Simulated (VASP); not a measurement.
A run of VASP 6.6.1 is set up as follows.

The input INCAR:

```
SYSTEM = SiC
  PREC = Accurate
  ENCUT = 520
  EDIFF = 1E-6
  ISMEAR = 0
  SIGMA = 0.012
  LREAL = .FALSE.
  LASPH = .TRUE.
  NELM = 100
  ALGO = Normal
  ISIF = 2
  LWAVE = .FALSE.
  LCHARG = .FALSE.
  GGA = PE
```

The input KPOINTS:

```
regular mesh
0
G
  10 10 10
  0 0 0
```

The input POSCAR:

```
SiC
1.0
    0.0000000000      2.1790000000      2.1790000000
    2.1790000000      0.0000000000      2.1790000000
    2.1790000000      2.1790000000      0.0000000000
Si C
1 1
Direct
    0.0000000000      0.0000000000      0.0000000000
    0.7500000000      0.7500000000      0.7500000000
```

Potentials or basis: VASP PAW PBE potentials, release 64 (Si, C).

Command:

```console
$ cat potpaw_PBE.64/Si/POTCAR potpaw_PBE.64/C/POTCAR > POTCAR
$ mpirun -np 1 vasp_std > vasp.out
```

Problem. What does it give for the pressure?

Solution. 3.2 GPa.

Problem. Predict the band gap on the k mesh.

Solution. 1.36 eV, indirect (least direct gap 4.54 eV).

**The experiment to reproduce.**

“Insight into the structural, elastic and electronic properties of a new orthorhombic 6O-SiC polytype”, 2020, pmc:7200658 quotes, for a bulk crystal of SiC: band gap 2.4 eV (indirect).

A measured gap of SiC is 2.4 eV (indirect; quoted in “Insight into the structural, elastic and electronic properties of a new orthorhombic 6O-SiC polytype”, 2020, pmc:7200658); the calculated 1.36 eV misses it by -1.04 eV. The value is that of PBE on a finite k mesh, which can miss the band edges, without temperature or zero-point motion. Semilocal functionals fall short of measured gaps as a rule.
